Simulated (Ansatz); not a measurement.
# Al2O3 (P-6m2) in Ansatz: further runs, part 2 of 2

Ansatz 0.2.0. The steps go on from the part before.

## (4) Phonons, PBE

The input, input.yaml:

```yaml
crystal:
  lattice:
    - [2.8843249483, 0.0, 0.0]
    - [-1.4421624742, 2.497898678, 0.0]
    - [0.0, 0.0, 9.33675446]
  atoms:
    - { symbol: Al, position: [0.0, 0.0, 0.85000767] }
    - { symbol: Al, position: [0.0, 0.0, 0.14999233] }
    - { symbol: O, position: [0.3333333333, 0.6666666667, 0.77768308] }
    - { symbol: O, position: [0.6666666667, 0.3333333333, 0.0] }
    - { symbol: O, position: [0.3333333333, 0.6666666667, 0.22231692] }
hamiltonian:
  xc: pbe
  pseudopotentials: { kind: paw }
kpoints:
  mp_grid: { grid: [10, 10, 4] }
scf:
  occupations: { method: fixed }
phonons:
  method: dfpt
  dielectric: true
  rigid_motions: translations
```

Potentials or basis: Ansatz PAW.

Command:

```
> ansatz run input.yaml --threads 2 --pin off --max-ram 5632MiB --backend cpu --events-out ev --progress --plain --runs-dir out
```

The program printed:

```text
Warning: RAYON_NUM_THREADS=2 ignored (pool sized by the plan → 2); use --threads N
Engine: ansatz 0.2.0, x86_64-unknown-linux-gnu
Pseudopotentials: kind: paw
Pseudopotential: Al, paw, valence charge 3, recommended cutoff 420 eV (normal), Al.paw.azcp
Pseudopotential: O, paw, valence charge 6, recommended cutoff 420 eV (normal), O.paw.azcp
Functional definition: PBE
  parameter kappa = 0.804
  parameter beta = 0.06672455060314922
  exchange = pbe_x(kappa = kappa, mu = beta*pi^2/3)
  correlation = pbe_c(beta = beta)
Crystal: 5 atoms, lattice volume = 67.269 Å³
Basis set: ecut = 420 eV, 1315 PW (Γ), exchange–correlation on 40×40×128 points (8 copies of the dense FFT grid, shifted against one another)
Bands: 17, of which v1, the nominal top of the filled ones, is band 12 counted from 1 (11 counted from 0)
Symmetry: 12 space group operations
k-points: 117 of 400 (irreducible under 2 space group operations, time reversal used)
Non-local potential: Al, projectors of the file, l = 0: 2, l = 1: 2, l = 2: 1
Non-local potential: O, projectors of the file, l = 0: 2, l = 1: 2, l = 2: 1
PAW form: soft (Blöchl's): semilocal exchange-correlation on the pseudo side does not see the compensation charge
PAW one-centre angular grid: Al, 110 points (default); XC on 64 Gauss nodes
PAW one-centre angular grid: O, 110 points (default); XC on 64 Gauss nodes
Initial density: superposition of atomic densities (neutral atoms: chi_scale 0, normalization atom), corrected by the library's trained network
Initial wavefunctions: pseudopotential atomic-orbital guess
Functional: x = pbe(κ = 0.804, μ = 0.2195149727645171), c = pbe(β = 0.06672455060314922)
SCF iter   1: F=—  HF=-2783.799530 eV  |F-HF|=—  |Δ(HF+E_count)|=         —  Δρ=2.69e-3  dr2=1.33e-2  ethr=1.77e-3  ⟨swp⟩=5.8  Hψ=11059  notcnv=0  defer=308
preconditioner: auto → none  [insulator: Δε(μ)=4.846 eV  Ē_g=15.945 eV  n_scr=6 (ndim 8)  ℏωp=22.2 eV  f_vac=0.285  ε∞_Penn≈2.9]
SCF iter   2: F=—  HF=-2783.799872 eV  |F-HF|=—  |Δ(HF+E_count)|=   3.42e-4  Δρ=2.83e-3  dr2=5.56e-3  ethr=5.52e-5  ⟨swp⟩=3.4  Hψ=4689  notcnv=0  defer=351
SCF iter   3: F=—  HF=-2783.799599 eV  |F-HF|=—  |Δ(HF+E_count)|=   2.73e-4  Δρ=8.74e-4  dr2=4.85e-4  ethr=2.32e-5  ⟨swp⟩=2.8  Hψ=3170  notcnv=0  defer=351
SCF iter   4: F=—  HF=-2783.801013 eV  |F-HF|=—  |Δ(HF+E_count)|=   1.41e-3  Δρ=3.29e-4  dr2=6.52e-5  ethr=2.02e-6  ⟨swp⟩=3.8  Hψ=3858  notcnv=0  defer=351
SCF iter   5: F=—  HF=-2783.801027 eV  |F-HF|=—  |Δ(HF+E_count)|=   1.39e-5  Δρ=6.31e-5  dr2=1.60e-6  ethr=2.72e-7  ⟨swp⟩=3.0  Hψ=3313  notcnv=0  defer=350
[... 58 lines left out ...]
        -2.24918   -0.00000   -0.00000
        -0.00000   -2.24918    0.00000
         0.00000    0.00000   -1.21973
    site 4:
        -1.92502   -0.00000    0.00000
        -0.00000   -1.92502    0.00000
         0.00000   -0.00000   -0.91386
  Z* charge neutrality: 6.281e-4 e pre-enforcement
  k-mesh period / interband length: 28.8 Å / 1.37 Å = 21.06 at k = (0.0000, 0.0000, 0.0000), direct gap 5.025 eV — 14 or more, which is no proof of convergence
  optical modes at Γ without the LO–TO term, one row a degenerate level:
      ω (cm⁻¹)  modes    IR ((D/Å)²/amu)
        -25.38      2             0.0000
        237.03      2            24.2329
        309.56      1             0.0000
        581.91      1             0.3601
        619.35      1             8.1643
        669.93      2             0.0000
        671.47      2            43.5399
        717.38      1             0.0000
  optical modes at Γ + LO–TO along q̂ = [1.0000, 0.0000, 0.0000]:
      ω (cm⁻¹)  modes    IR ((D/Å)²/amu)
        -25.38      2             0.0000
        237.03      1            12.1164
        309.56      1             0.0000
        367.22      1             3.3307
        581.91      1             0.3601
        619.35      1             8.1643
[... 11 lines left out ...]
        619.35      1             8.1643
        669.93      2             0.0000
        671.47      1            21.7700
        717.38      1             0.0000
        877.65      1            30.5557
  optical modes at Γ + LO–TO along q̂ = [0.0000, 0.0000, 1.0000]:
      ω (cm⁻¹)  modes    IR ((D/Å)²/amu)
        -25.38      2             0.0000
        237.03      2            24.2329
        309.56      1             0.0000
        583.16      1             0.0213
        669.93      2             0.0000
        671.47      2            43.5399
        717.38      1             0.0000
        721.87      1             8.5030
```

optical_modes.tsv:

```text
# format = ansatz-optical-modes/1
# cell_volume_ang3 = 6.726899547002135e1
[... 9 lines left out ...]
0e0	0e0	0e0	6.19354217623976e2	1	8.164304081456223e0	1.8097634403625088e-33	7.949074801108954e-33	-2.5306925962927295e-17	3.491494456367644e-32	-1.1115632185891662e-16	3.5388078210089086e-1
0e0	0e0	0e0	6.699340147369724e2	2	8.523388865173719e-26	1.1391353396472923e-27	-1.639843650098249e-28	1.5081369691493621e-30	2.5553138028379252e-27	-2.198735563640551e-30	3.547742980438126e-33
[... 28 lines left out ...]
0e0	0e0	1e0	7.173753551017796e2	1	7.71544246655895e-27	2.945541678654644e-32	-9.287285987673241e-32	3.1370579662161464e-30	2.9282790884231352e-31	-9.8911363920897e-30	3.341026458635973e-28
0e0	0e0	1e0	7.218709700608442e2	1	8.503020195602845e0	1.2717820161616377e-32	1.8369965516713123e-32	6.846393366722822e-17	2.653407807288416e-32	9.88911688184834e-17	3.6856239148100123e-1
```

Run time: 58 s. Hardware: 2 threads of Intel Xeon Platinum 8259CL at 2.50GHz (Skylake/Cascade Lake), shared host; peak memory 0.84 GiB.

Results:

```yaml
Free_energy: -2783.8010 eV
Band_gap_on_the_k_mesh: 4.78 eV, indirect (least direct gap 5.03 eV)
Electronic_dielectric_tensor_diagonal: 2.70, 2.70, 1.95
Born_charges_mean_of_the_diagonal: Al +2.54; O -1.59, -1.91 e
Highest_phonon_frequency_at_Γ_LO-TO_splitting_left_out: 717 cm⁻¹
Most_unstable_mode: 25i cm⁻¹
```

Levels at points of the mesh, in eV from the valence-band top:
```tsv
k point	band 8	band 9	band 10	band 11	band 12	band 13	band 14	band 15	band 16	band 17
(0.00, 0.00, 0.00)	-1.26	-1.26	-0.52	-0.52	-0.24	4.78	7.39	7.79	9.13	12.88
(0.00, 0.00, -0.50)	-1.26	-1.26	-0.52	-0.52	-0.29	4.93	6.93	7.97	9.44	12.65
(0.00, -0.50, 0.00)	-2.21	-1.97	-0.99	-0.82	-0.59	7.81	8.88	9.05	11.01	12.01
(0.00, -0.50, -0.50)	-2.21	-1.97	-0.99	-0.83	-0.58	7.83	8.83	9.11	10.75	12.46
(-0.50, 0.00, 0.00)	-2.21	-1.97	-0.99	-0.82	-0.59	7.81	8.88	9.05	11.01	12.01
(-0.50, 0.00, -0.50)	-2.21	-1.97	-0.99	-0.83	-0.58	7.83	8.83	9.11	10.75	12.46
```

Phonon frequencies in cm⁻¹ (negative: imaginary):
```tsv
q point	frequencies
(0.000, 0.000, 0.000)	-25 -25 0 0 0 237 237 310 582 619 670 670 671 671 717
```

Electronic dielectric tensor:
```
2.70 0.00 0.00
0.00 2.70 0.00
0.00 0.00 1.95
```

Born effective charge tensors (e):
atom 1, Al
```
3.05 0.00 0.00
0.00 3.05 0.00
0.00 0.00 1.52
```
atom 2, Al
```
3.05 0.00 0.00
0.00 3.05 0.00
0.00 0.00 1.52
```
atom 3, O
```
-1.93  0.00  0.00
 0.00 -1.93  0.00
 0.00  0.00 -0.91
```
atom 4, O
```
-2.25  0.00  0.00
 0.00 -2.25  0.00
 0.00  0.00 -1.22
```
atom 5, O
```
-1.93  0.00  0.00
 0.00 -1.93  0.00
 0.00  0.00 -0.91
```

Caveat: some modes are imaginary. As with any semilocal functional, this PBE gap is likely too small.

## (5) The runs side by side

| task | level | k mesh | cutoff (eV) | smearing | points for each segment of the path | gap on the mesh (eV) | pressure (GPa) | largest force (eV/Å) |
| --- | --- | --- | --- | --- | --- | --- | --- | --- |
| band structure | PBEsol | 11 × 11 × 3 | 420 | fermi-dirac 0.05 eV | 14 | 4.75 | -2.9 | 0.13 |
| band structure | r2SCAN | 11 × 11 × 3 | 500 | fermi-dirac 0.05 eV | 14 | 5.63 | -4.5 | 0.39 |
| phonons | PBE | 10 × 10 × 4 | 420 | fixed | - | 4.78 | - | - |

Alike in all rows: potentials or basis Ansatz PAW; no spin polarisation; cell as given.

On the cell as given the gap runs from 4.75 eV (PBEsol) to 5.62 eV (r2SCAN); the meshes differ, which moves gaps too.

Caveats: the PAW data sets come from PBE, with cores solved anew for the run's functional, which leaves a small shift of forces and pressure (some runs); some modes are imaginary (some runs).

Absolute energies hang on the potentials; compare differences alone.
